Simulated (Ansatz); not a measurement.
LiF, DFT, LDA, all-electron LAPW, scalar-relativistic (Ansatz 0.2.0), run on 1 thread of Arm Neoverse V2 on a shared host.

The cell comes from COD entry 1010990, which wasn't checked; take it as a given geometry. The listed cell was then made from it by scaling, straining or moving an atom.

Command: `ansatz run input.yaml --threads 1 --pin off --max-ram 3072MiB --backend cpu --events-out ev --progress --plain --runs-dir out`

```yaml
crystal:
  lattice:
    - [0.0, 2.014, 2.07442]
    - [2.014, 0.0, 2.07442]
    - [2.014, 2.014, 0.0]
  atoms:
    - { symbol: Li, position: [0.0, 0.0, 0.0] }
    - { symbol: F, position: [0.5, 0.5, 0.5] }
kpoints:
  mp_grid: { grid: [10, 10, 10] }
  band_path:
    path:
      - [0.0, 0.0, 0.0]
      - [0.0, 0.5, 0.5]
      - [0.25, 0.75, 0.5]
      - [0.0, 0.5, 0.0]
      - [0.0, 0.0, 0.0]
      - [0.5, 0.5, 0.0]
      - [0.3678244886, 0.6321755114, 0.0]
      - [-0.3678244886, 0.3678244886, 0.0]
      - [0.0, 0.0, 0.0]
    npoints: 5
scf:
  occupations: { method: fermi_dirac, width: 0.03 }
hamiltonian:
  xc: lda
  pseudopotentials: { kind: all_electron, lapw: { basis_error: 0.001 } }
output:
  forces: true
  stress: true
  eigenvalues: true
```

Problem. How large is the problem that the program sets up?

Solution. 102 irreducible k-points, 169 plane waves at Γ, 9 bands.

Problem. Estimate the wall time and the peak memory.

Solution. 5.3 s of wall time for 6 SCF iterations, with a peak of 0.27 GiB. Times on shared machines scatter by tens of per cent.
